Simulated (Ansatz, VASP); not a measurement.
**Two plane-wave programs on Ta2N**

The input INCAR:

```
PREC = Accurate
ENCUT = 520
EDIFF = 1E-6
ISMEAR = 0
SIGMA = 0.1
LREAL = F
LASPH = T
NELM = 150
ALGO = Normal
ISIF = 2
LWAVE = F
LCHARG = F
LMAXMIX = 4
LDAU = T
LDAUTYPE = 2
LDAUL = 2 -1
LDAUU = 2 0
LDAUJ = 0 0
LDAUPRINT = 1
GGA = PS
NBANDS = 20
```

KPOINTS

```
Automatic mesh
0
Gamma
  10 10 6
```

Contents of POSCAR:

```
Ta2N
1.0
    3.0707906527      0.0000000000      0.0000000000
   -1.5353953264      2.6593827149      0.0000000000
    0.0000000000      0.0000000000      4.8040242697
Ta N
2 1
Direct
    0.3333333333      0.6666666667      0.2547110000
    0.6666666667      0.3333333333      0.7452890000
    0.0000000000      0.0000000000      0.0000000000
```

File input.yaml:

```yaml
crystal:
  lattice:
    - [3.0707906527, 0.0, 0.0]
    - [-1.5353953264, 2.6593827149, 0.0]
    - [0.0, 0.0, 4.8040242697]
  atoms:
    - { symbol: Ta, position: [0.3333333333, 0.6666666667, 0.254711] }
    - { symbol: Ta, position: [0.6666666667, 0.3333333333, 0.745289] }
    - { symbol: "N", position: [0.0, 0.0, 0.0] }
hamiltonian:
  xc: pbesol
  pseudopotentials: { kind: paw, partial_waves: polarizable }
  hubbard: { sites: [{ species: Ta, l: d, u_eff: 2.0 }], projectors: atomic }
kpoints:
  mp_grid: { grid: [10, 10, 6] }
scf:
  occupations: { method: gaussian, width: 0.1 }
output:
  forces: true
  stress: true
  eigenvalues: true
```

The cell comes from a database or a generator and needn't be the stable form of this composition.

Alike in both runs: task single point; functional PBEsol; k mesh 10 × 10 × 6; occupations gaussian, width 0.1 eV; no spin polarisation; Hubbard terms Ta d U = 2.0 eV.

|  | VASP | Ansatz |
| --- | --- | --- |
| version | VASP 6.6.1 | Ansatz 0.2.0 |
| potentials or method | VASP PAW PBE potentials, release 64 (Ta_pv, N) | Ansatz PAW polarizable |
| plane-wave cutoff (eV) | 520 | 420 |
| valence electrons in the cell | 27 | 31 |

|  | VASP | Ansatz | Ansatz less VASP |
| --- | --- | --- | --- |
| gap on the k mesh at the Fermi level (eV) | none | none | - |
| pressure (GPa) | 9.3 | -1.6 | -10.86 |
| largest component of the traceless stress (GPa) | 1.97 | 0.61 | -1.367 |
| rms of the force components (eV/Å) | 0.129 | 0.045 | -0.0832 |

The programs project onto different local orbitals, so the same U acts differently. Atom by atom the forces differ by 0.174 eV/Å (rms over components). A gap of «none» marks a metal or a gap that the smearing closes. The two sets of potentials don't hold the same shells in valence.

Caveats: U without spin polarisation on a metal has little footing; the PAW data sets were made with another functional, which shifts forces and pressure a little (VASP); the PAW data sets come from PBE, with cores solved anew for the run's functional, which leaves a small shift of forces and pressure (Ansatz). Spin-orbit coupling is left out, which matters for the levels of Ta.
